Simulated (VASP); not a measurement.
# Si (P6/mmm) in VASP: a series of runs, part 2 of 2

VASP 6.6.1. The steps go on from the part before.

**4. Relaxation of shape and atoms at fixed volume, PBE (a relaxed cell with its volume scaled by 1.02)**

INCAR reads:

```
PREC = Accurate
ENCUT = 300
EDIFF = 1E-7
ISMEAR = 1
SIGMA = 0.1
LREAL = F
LASPH = T
NELM = 80
ALGO = Normal
ISIF = 4
LWAVE = F
LCHARG = F
GGA = PE
IBRION = 2
NSW = 40
EDIFFG = -0.01
```

KPOINTS reads:

```
regular mesh
0
Gamma
  9 9 8
```

POSCAR reads:

```
Si                                      
1.0
    2.6479284758      0.0000000000      0.0000000000
   -1.3239642380      2.2931733275      0.0000000000
    0.0000000000      0.0000000000      2.5152470000
  Si            
     1
Direct
     0.0000000000000000    0.0000000000000000    0.0000000000000000
```

The run is started by

```bash
$ cat potpaw_PBE.64/Si/POTCAR > POTCAR
$ mpirun -np 1 vasp_std > vasp.out
```

Run time: 5.1 s. Hardware: 1 thread of Intel Xeon Platinum 8488C (Sapphire Rapids), shared host; peak memory 0.1 GiB.

The run converged. Its results:

```yaml
Free_energy: -5.0828 eV
Energy_gained_by_relaxing: 0.0 meV/atom
Ionic_steps: 3
Pressure_after_relaxing: -2.2 GPa
Band_gap_on_the_k_mesh: none (metal or under the smearing width)
```

Final structure:
```cif
data_structure
_symmetry_space_group_name_H-M 'P 1'
_symmetry_Int_Tables_number 1
_cell_length_a 2.6484
_cell_length_b 2.6484
_cell_length_c 2.5144
_cell_angle_alpha 90.000
_cell_angle_beta 90.000
_cell_angle_gamma 120.000
_cell_volume 15.27
loop_
_atom_site_label
_atom_site_type_symbol
_atom_site_fract_x
_atom_site_fract_y
_atom_site_fract_z
_atom_site_occupancy
Si1 Si 0.00000 0.00000 0.00000 1
```

Levels at points of the mesh, in eV from the Fermi level:
| k point | band 1 | band 2 | band 3 | band 4 | band 5 | band 6 |
| --- | --- | --- | --- | --- | --- | --- |
| (0.00, 0.00, 0.00) | -13.83 | 7.35 | 7.42 | 10.06 | 10.06 | 12.20 |
| (0.00, 0.00, 0.50) | -9.23 | -7.01 | 13.39 | 13.39 | 14.81 | 14.81 |

Caveat: the cutoff is under 1.25 times the usual one of these potentials, so pressure, stress and relaxed cells hold a basis-set (Pulay) error.

**5. Relaxation of shape and atoms at fixed volume, PBE (a relaxed cell with its volume scaled by 1.04)**

INCAR is that of step 4.

KPOINTS is that of step 4.

POSCAR reads:

```
Si                                      
1.0
    2.6651232984      0.0000000000      0.0000000000
   -1.3325616493      2.3080644807      0.0000000000
    0.0000000000      0.0000000000      2.5315802304
  Si            
     1
Direct
     0.0000000000000000    0.0000000000000000    0.0000000000000000
```

Potentials or basis: VASP PAW PBE potentials, release 64 (Si).

The run is started by

```bash
$ cat potpaw_PBE.64/Si/POTCAR > POTCAR
$ mpirun -np 1 vasp_std > vasp.out
```

OUTCAR:

```text
PREC = Accurate
   ENCUT = 300
   EDIFF = 1E-7
   ISMEAR = 1
   LREAL = F
   LASPH = T
   NELM = 80
   ISIF = 4
   GGA = PE
   IBRION = 2
   NSW = 40
   EDIFFG = -0.01

 ion  position               nearest neighbor table
   1  0.000  0.000  0.000-

  LATTYP: Found a hexagonal cell.
 ALAT       =     2.6651232984
 C/A-ratio  =     0.9498923490

  Lattice vectors:

 A1 = (   2.6651232984,   0.0000000000,   0.0000000000)
 A2 = (  -1.3325616493,   2.3080644807,   0.0000000000)
 A3 = (   0.0000000000,   0.0000000000,   2.5315802304)

Analysis of symmetry for initial positions (statically):
=====================================================================
 Subroutine PRICEL returns:
 Original cell was already a primitive cell.

 Routine SETGRP: Setting up the symmetry group for a
 hexagonal supercell.

 Subroutine GETGRP returns: Found 24 space group operations
 (whereof 24 operations were pure point group operations)
 out of a pool of 24 trial point group operations.

The static configuration has the point symmetry D_6h.

Analysis of symmetry for dynamics (positions and initial velocities):
=====================================================================
 Subroutine PRICEL returns:
 Original cell was already a primitive cell.

 Routine SETGRP: Setting up the symmetry group for a
 hexagonal supercell.

 Subroutine GETGRP returns: Found 24 space group operations
 (whereof 24 operations were pure point group operations)
 out of a pool of 24 trial point group operations.

The dynamic configuration has the point symmetry D_6h.

 Subroutine INISYM returns: Found 24 space group operations
 (whereof 24 operations are pure point group operations),
 and found     1 'primitive' translations

----------------------------------------------------------------------------------------

                                     Primitive cell

  volume of cell :      15.5724

  direct lattice vectors                    reciprocal lattice vectors
     2.665123298  0.000000000  0.000000000     0.375217162  0.216631729  0.000000000
    -1.332561649  2.308064481  0.000000000     0.000000000  0.433263459  0.000000000
     0.000000000  0.000000000  2.531580230     0.000000000  0.000000000  0.395010195

  length of vectors
     2.665123298  2.665123299  2.531580230     0.433263459  0.433263459  0.395010195

  position of ions in fractional coordinates (direct lattice)
     0.000000000  0.000000000  0.000000000

  ion indices of the primitive-cell ions
   primitive index   ion index
                 1           1

----------------------------------------------------------------------------------------

 KPOINTS: regular mesh

Automatic generation of k-mesh.
[... 27 lines left out ...]
  0.444444  0.000000  0.000000      6.000000
  0.111111  0.111111  0.000000      6.000000
[... 16 lines left out ...]
  0.333333  0.222222  0.125000     24.000000
  0.333333  0.333333  0.125000      4.000000
 [... further k-points ...]
   k-points           NKPTS =     60   k-points in BZ     NKDIM =     60   number of bands    NBANDS=      6
   number of dos      NEDOS =    301   number of ions     NIONS =      1
   total plane-waves  NPLWV =   3584
   dimension x,y,z NGX =    16 NGY =   16 NGZ =   14
   dimension x,y,z NGXF=    32 NGYF=   32 NGZF=   28
   ions per type =               1
   NGX,Y,Z   is equivalent  to a cutoff of   9.98,  9.98,  9.19 a.u.
   NGXF,Y,Z  is equivalent  to a cutoff of  19.96, 19.96, 18.39 a.u.
 SYSTEM =  unknown system
   PREC   = accura    normal or accurate (medium, high low for compatibility)
   ISTART =      0    job   : 0-new  1-cont  2-samecut
   ICHARG =      2    charge: 1-file 2-atom 10-const
   ISPIN  =      1    spin polarized calculation?
   LNONCOLLINEAR =      F non collinear calculations
   LSORBIT =      F    spin-orbit coupling
   LASPH  =      T    aspherical Exc in radial PAW
   ENCUT  =  300.0 eV  22.05 Ry    4.70 a.u.   3.76  3.76  3.58*2*pi/ulx,y,z
   NELM   =     80;   NELMIN=  2; NELMDL= -5     # of ELM steps
   EDIFF  = 0.1E-06   stopping-criterion for ELM
   LREAL  =      F    real-space projection
   EDIFFG = -.1E-01   stopping-criterion for IOM
   NSW    =     40    number of steps for IOM
   IBRION =      2    ionic relax: 0-MD 1-quasi-New 2-CG
   NFREE  =      1    steps in history (QN), initial steepest desc. (CG)
   ISIF   =      4    stress and relaxation
   ISYM   =      2    0-nonsym 1-usesym 2-fastsym
   POTIM  = 0.5000    time-step for ionic-motion
   TEBEG  =    0.0;   TEEND  =   0.0 temperature during run
   PSTRESS=    0.0 pullay stress
   NELECT =       4.0000    total number of electrons
   NUPDOWN=      -1.0000    fix difference up-down
   EMIN   =  10.00;   EMAX   =-10.00  energy-range for DOS
   EFERMI =   0.00;   METHOD = LEGACY
   ISMEAR =     1;   SIGMA  =   0.10  broadening in eV -4-tet -1-fermi 0-gaus
   EFERMI_NEDOS =   21; number of points for ismear=-14 and -15
   IALGO  =     38    algorithm
   IMIX   =      4    mixing-type and parameters
     AMIX     =   0.40;   BMIX     =  1.00
     AMIX_MAG =   1.60;   BMIX_MAG =  1.00
  volume/ion in A,a.u.               =      15.57       105.09
  Fermi-wavevector in a.u.,A,eV,Ry     =   1.040661  1.966564 14.734767  1.082975
  Thomas-Fermi vector in A             =   2.175247
   LORBIT       =      0    0 simple, 1 ext, 2 COOP (PROOUT), +10 PAW based schemes
   GGA     = PE    functional components
   LHFCALC =     F    Hartree Fock is set to
   AEXX    =    0.0000 exact exchange contribution
   IVDW    =     0    specifies the selected vdW correction
   LEPSILON=     F    determine dielectric tensor
   LRPA    =     F    only Hartree local field effects (RPA)
 conjugate gradient relaxation of ions
 non-spin polarized calculation
 Methfessel and Paxton  Order N= 1 SIGMA  =   0.10
  energy-cutoff  :      300.00
  volume of cell :       15.57
 maximum number of plane-waves:       199
 NGX is ok and might be reduce to    16
   NGX =  7   NGY =  7   NGZ =  7

--------------------------------------- Ionic step        1  -------------------------------------------

 number of electron       4.0000002 magnetization

 Free energy of the ion-electron system (eV)
  ---------------------------------------------------
  ext. energy  EPLUGINS =         0.00000000
  ---------------------------------------------------
  free energy    TOTEN  =        -5.07728127 eV

  energy without entropy =       -5.07759520  energy(sigma->0) =       -5.07738591

------------------------ aborting loop because EDIFF is reached ----------------------------------------

  FORCE on cell =-STRESS in cart. coord.  units (eV):
  Direction    XX          YY          ZZ          XY          YZ          ZX
  --------------------------------------------------------------------------------------
  -------------------------------------------------------------------------------------
  Total       -0.3944843     -0.3944843     -0.4632820      0.0000000     -0.0000000      0.0000000
  in kB      -40.5866679    -40.5866679    -47.6649424      0.0000000     -0.0000000      0.0000000
  external PRESSURE =     -42.9460928 kB  Pullay stress =       0.0000000 kB
[... 57 lines left out ...]
--------------------------------------- Ionic step        3  -------------------------------------------

 number of electron       4.0000002 magnetization

 Free energy of the ion-electron system (eV)
  ---------------------------------------------------
  ext. energy  EPLUGINS =         0.00000000
  ---------------------------------------------------
  free energy    TOTEN  =        -5.07732037 eV

  energy without entropy =       -5.07769031  energy(sigma->0) =       -5.07744368

 E-fermi :   8.9093     XC(G=0): -10.8311

 val. band max:        8.8612173640   @ k =   0.3333   0.2222   0.5000
 cond. band min:       9.1236794803   @ k =   0.2222   0.1111   0.0000
 fundamental gap:      0.2624621163
 Fermi energy:         8.9093353182

 k-point     1 :       0.0000    0.0000    0.0000
  band No.  band energies     occupation
      1      -4.6883      2.00000
      2      16.3000      0.00000
      3      16.3282      0.00000
      4      18.8088      0.00000
      5      18.8088      0.00000
      6      21.0897      0.00000
[... 199 lines left out ...]
 k-point    24 :       0.3333    0.3333    0.1250
  band No.  band energies     occupation
      1       3.6056      2.00000
      2       4.9734      2.00000
      3       4.9734      2.00000
      4      18.6580      0.00000
      5      22.1062      0.00000
      6      22.1062      0.00000

 [... further k-points ...]

------------------------ aborting loop because EDIFF is reached ----------------------------------------

  FORCE on cell =-STRESS in cart. coord.  units (eV):
  Direction    XX          YY          ZZ          XY          YZ          ZX
  --------------------------------------------------------------------------------------
  -------------------------------------------------------------------------------------
  Total       -0.4170965     -0.4170965     -0.4172029      0.0000000      0.0000000      0.0000000
  in kB      -42.9131346    -42.9131346    -42.9240761      0.0000000      0.0000000      0.0000000
  external PRESSURE =     -42.9167818 kB  Pullay stress =       0.0000000 kB
[... 16 lines left out ...]
  FREE ENERGIE OF THE ION-ELECTRON SYSTEM (eV)
  ---------------------------------------------------
  free  energy   TOTEN  =        -5.0773203660 eV

  energy  without entropy=       -5.0776903100  energy(sigma->0) =       -5.07744368

 reached required accuracy - stopping structural energy minimisation
```

Wall time 4.4 s (1 thread of Intel Xeon Platinum 8488C (Sapphire Rapids), shared host); peak memory 0.1 GiB.

Results:

```yaml
Free_energy: -5.0773 eV
Energy_gained_by_relaxing: 0.0 meV/atom
Ionic_steps: 3
Pressure_after_relaxing: -4.3 GPa
Band_gap_on_the_k_mesh: none (metal or under the smearing width)
```

Final structure:
```
CELL_PARAMETERS angstrom
2.66661 0.00000 0.00000
-1.33330 2.30935 0.00000
0.00000 0.00000 2.52876
ATOMIC_POSITIONS crystal
Si 0.00000 0.00000 0.00000
```

Levels at points of the mesh, in eV from the Fermi level:
```csv
k point,band 1,band 2,band 3,band 4,band 5,band 6
"(0.00, 0.00, 0.00)",-13.60,7.39,7.42,9.90,9.90,12.18
"(0.00, 0.00, 0.50)",-9.07,-6.81,13.14,13.14,14.76,14.76
```

Caveat: the cutoff is under 1.25 times the usual one of these potentials, so pressure, stress and relaxed cells hold a basis-set (Pulay) error.

**6. Summary**

```csv
cell,gap on the mesh (eV),pressure (GPa)
atoms relaxed at fixed volume from: a relaxed cell with its volume scaled by 0.98,none,2.3
atoms relaxed at fixed volume,none,0.0
atoms relaxed at fixed volume from: a relaxed cell with its volume scaled by 1.02,none,-2.2
atoms relaxed at fixed volume from: a relaxed cell with its volume scaled by 1.04,none,-4.3
```

Alike in all rows: task relaxation of shape and atoms at fixed volume; level PBE; potentials or basis VASP PAW PBE potentials, release 64 (Si); no spin polarisation; k mesh 9 × 9 × 8; cutoff (eV) 300; smearing methfessel-paxton 0.1 eV.

Caveats: the cutoff is under 1.25 times the usual one of these potentials, so pressure, stress and relaxed cells hold a basis-set (Pulay) error; the relaxation stopped at its first step, so nothing moved (some runs).

Total energies depend on the potentials used, so only differences within one code and one set of settings carry meaning.
